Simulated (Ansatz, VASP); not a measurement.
**One calculation of Cd2S, two programs**

```xyz
3
Lattice="3.9889 0.0000 0.0000 -1.9945 3.4545 0.0000 0.0000 0.0000 5.8477" Properties=species:S:1:pos:R:3 pbc="T T T"
Cd    0.0000    2.3030    5.4542
Cd    1.9945    1.1515    3.3842
S     0.0000    2.3030    2.1385
```

Change from the starting cell: volume scaled by 1.02.

Alike in both runs: task single point; functional PBEsol; k mesh 8 × 8 × 5; occupations fermi-dirac, width 0.05 eV; no spin polarisation.

|  | VASP | Ansatz |
| --- | --- | --- |
| version | VASP 6.6.1 | Ansatz 0.2.0 |
| potentials or method | VASP PAW PBE potentials, release 64 (Cd, S), cutoff 520 eV | all-electron LAPW, scalar-relativistic |

VASP gave:

```
gap on the k mesh at the Fermi level (eV)       : 0.24
least direct gap on the mesh (eV)               : 0.56
pressure (GPa)                                  : -3.5
largest component of the traceless stress (GPa) : 0.72
rms of the force components (eV/Å)              : 0.081
```

What did Ansatz give for the same quantities?

gap on the k mesh at the Fermi level (eV): 0.24; least direct gap on the mesh (eV): 0.56; pressure (GPa): -3.7; largest component of the traceless stress (GPa): 0.79; rms of the force components (eV/Å): 0.089.

Atom by atom the forces differ by 0.010 eV/Å (rms over components). Ansatz ran all-electron here, so the differences hold the error of VASP's frozen core and of both bases.

Caveats: an odd mesh through Γ misses points on the zone boundary, where band edges often lie; the PAW data sets were made with another functional, which shifts forces and pressure a little (VASP).
